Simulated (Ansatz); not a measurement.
## Symmetry broken, then relaxed in SnSe

All numbers below come from Ansatz 0.2.0, DFT PBE+D3(BJ), scalar-relativistic, plane waves, PAW. Settings: plane waves to 420 eV, k-mesh 4×4×4 (Γ-centred), Gaussian smearing 0.03 eV. No spin polarisation. Energies are free energies at this smearing, counted from the undisturbed cell; pressure is positive in compression.

The undisturbed cell (relaxed at this level; this rock-salt form isn't the usual structure):

```yaml
crystal:
  lattice:
    - [4.22201, 4.22201, 0.00000]
    - [4.22201, -4.22201, 0.00000]
    - [0.00000, 0.00000, -5.97110]
  atoms:
    - { symbol: Sn, position: [0.75000, 0.75000, 0.74991] }
    - { symbol: Sn, position: [0.25000, 0.25000, 0.74991] }
    - { symbol: Sn, position: [0.25000, 0.75000, 0.25009] }
    - { symbol: Sn, position: [0.75000, 0.25000, 0.25009] }
    - { symbol: Se, position: [0.25000, 0.25000, 0.25006] }
    - { symbol: Se, position: [0.75000, 0.75000, 0.25006] }
    - { symbol: Se, position: [0.75000, 0.25000, 0.74994] }
    - { symbol: Se, position: [0.25000, 0.75000, 0.74994] }
```

The atoms are displaced (Å, in the unstrained cell):

```csv
atom,ux,uy,uz
Sn1,0.082,-0.036,0.029
Sn2,0.082,-0.036,0.029
Sn3,0.082,-0.036,0.029
Sn4,0.082,-0.036,0.029
Se5,0.082,-0.036,0.029
Se6,-0.571,0.250,-0.205
Se7,0.082,-0.036,0.029
Se8,0.082,-0.036,0.029
```

The atoms are then relaxed in that fixed cell.

Q: Does the relaxation return to the undisturbed structure?

A: Yes (up to a choice of domain or origin): same space group and volume, and an energy 0.0 meV/atom from it. The disturbance itself cost 120.3 meV/atom. The final space group reads Fm-3m (tolerance 0.05 Å) and the volume changes by 0.00 %.

Final structure:

```yaml
crystal:
  lattice:
    - [4.22201, 4.22201, 0.00000]
    - [4.22201, -4.22201, 0.00000]
    - [0.00000, 0.00000, -5.97110]
  atoms:
    - { symbol: Sn, position: [0.75021, 0.75082, 0.74985] }
    - { symbol: Sn, position: [0.25040, 0.25161, 0.74963] }
    - { symbol: Sn, position: [0.25018, 0.75080, 0.24981] }
    - { symbol: Sn, position: [0.75009, 0.24996, 0.24991] }
    - { symbol: Se, position: [0.24989, 0.24950, 0.25030] }
    - { symbol: Se, position: [0.74969, 0.74888, 0.25028] }
    - { symbol: Se, position: [0.74967, 0.24950, 0.75010] }
    - { symbol: Se, position: [0.24987, 0.74892, 0.75011] }
```

The relaxation, step by step (energy from the first step):

```
step  ΔE (meV/atom) largest force component (eV/Å) pressure (GPa)
   1            0.0                           3.237             n/a
   2          -90.2                           1.033             n/a
   3         -111.9                           0.451             n/a
   4         -119.8                           0.082             n/a
   5         -120.3                           0.008             n/a
   6         -120.3                           0.008             n/a
```

Frames along the relaxation (Å, eV/Å):

```xyz
8
Lattice="4.222 4.222 0.000 4.222 -4.222 0.000 0.000 0.000 -5.971" Properties=species:S:1:pos:R:3:forces:R:3 pbc="T T T" step=1
Sn    6.415   -0.036   -4.449   -0.054    0.016   -0.295
Sn    2.193   -0.036   -4.449    0.021   -0.004    0.010
Sn    4.304   -2.147   -1.464   -0.273   -0.222   -0.018
Sn    4.304    2.075   -1.464   -2.431    2.940    0.327
Se    2.193   -0.036   -1.464   -0.314    0.002   -0.005
Se    5.762    0.250   -1.698    3.237   -2.844    0.224
Se    4.304    2.075   -4.449   -0.154    0.143   -0.199
Se    4.304   -2.147   -4.449   -0.033   -0.030   -0.043
8
Lattice="4.222 4.222 0.000 4.222 -4.222 0.000 0.000 0.000 -5.971" Properties=species:S:1:pos:R:3:forces:R:3 pbc="T T T" step=2
Sn    6.407   -0.033   -4.477   -0.083    0.038   -0.104
Sn    2.193   -0.036   -4.448    0.021   -0.006    0.010
Sn    4.275   -2.165   -1.467   -0.141   -0.024   -0.026
Sn    4.228    2.159   -1.459   -0.448    0.474    0.019
Se    2.160   -0.031   -1.465   -0.177    0.049   -0.021
Se    5.929    0.165   -1.648    1.033   -0.614    0.266
Se    4.285    2.092   -4.467   -0.128    0.096   -0.084
Se    4.298   -2.151   -4.455   -0.077   -0.013   -0.059
8
Lattice="4.222 4.222 0.000 4.222 -4.222 0.000 0.000 0.000 -5.971" Properties=species:S:1:pos:R:3:forces:R:3 pbc="T T T" step=3
Sn    6.370   -0.018   -4.470   -0.032    0.020   -0.048
Sn    2.183   -0.031   -4.452   -0.006    0.005   -0.001
Sn    4.256   -2.134   -1.480   -0.063   -0.010   -0.007
Sn    4.239    2.133   -1.468   -0.154    0.123   -0.019
Se    2.114   -0.012   -1.473   -0.053    0.035   -0.030
Se    6.099    0.096   -1.582    0.451   -0.228    0.143
Se    4.246    2.119   -4.484   -0.068    0.022   -0.012
Se    4.269   -2.152   -4.475   -0.075    0.033   -0.027
8
Lattice="4.222 4.222 0.000 4.222 -4.222 0.000 0.000 0.000 -5.971" Properties=species:S:1:pos:R:3:forces:R:3 pbc="T T T" step=4
Sn    6.351   -0.007   -4.472   -0.010    0.004   -0.009
Sn    2.138   -0.011   -4.468   -0.011    0.004   -0.005
Sn    4.240   -2.119   -1.486   -0.014    0.001   -0.004
Sn    4.244    2.100   -1.486   -0.031    0.023   -0.005
Se    2.099    0.004   -1.494   -0.004    0.004   -0.002
Se    6.274    0.028   -1.513    0.082   -0.043    0.025
Se    4.213    2.118   -4.483   -0.005    0.002    0.000
Se    4.217   -2.113   -4.483   -0.007    0.005   -0.001
8
Lattice="4.222 4.222 0.000 4.222 -4.222 0.000 0.000 0.000 -5.971" Properties=species:S:1:pos:R:3:forces:R:3 pbc="T T T" step=5
Sn    6.337   -0.003   -4.477   -0.003    0.002    0.000
Sn    2.119   -0.005   -4.476   -0.008    0.004   -0.002
Sn    4.226   -2.114   -1.492   -0.003    0.002   -0.001
Sn    4.222    2.112   -1.492    0.002   -0.002    0.000
Se    2.108    0.002   -1.495   -0.001    0.000    0.002
Se    6.327    0.003   -1.494    0.005   -0.002    0.001
Se    4.219    2.112   -4.479    0.001    0.002    0.000
Se    4.217   -2.107   -4.479    0.006   -0.006    0.000
8
Lattice="4.222 4.222 0.000 4.222 -4.222 0.000 0.000 0.000 -5.971" Properties=species:S:1:pos:R:3:forces:R:3 pbc="T T T" step=6
Sn    6.337   -0.003   -4.477   -0.003    0.002   -0.001
Sn    2.119   -0.005   -4.476   -0.008    0.004   -0.002
Sn    4.226   -2.114   -1.492   -0.003    0.002   -0.001
Sn    4.222    2.112   -1.492    0.002   -0.002    0.000
Se    2.108    0.002   -1.495   -0.001    0.000    0.002
Se    6.327    0.003   -1.494    0.005   -0.002    0.002
Se    4.219    2.112   -4.479    0.001    0.002    0.000
Se    4.217   -2.107   -4.479    0.006   -0.006    0.000
```

Cost: 3 runs of about 4.7 core-minutes in all, on AMD EPYC 7R43 (Zen 3) (shared hosts).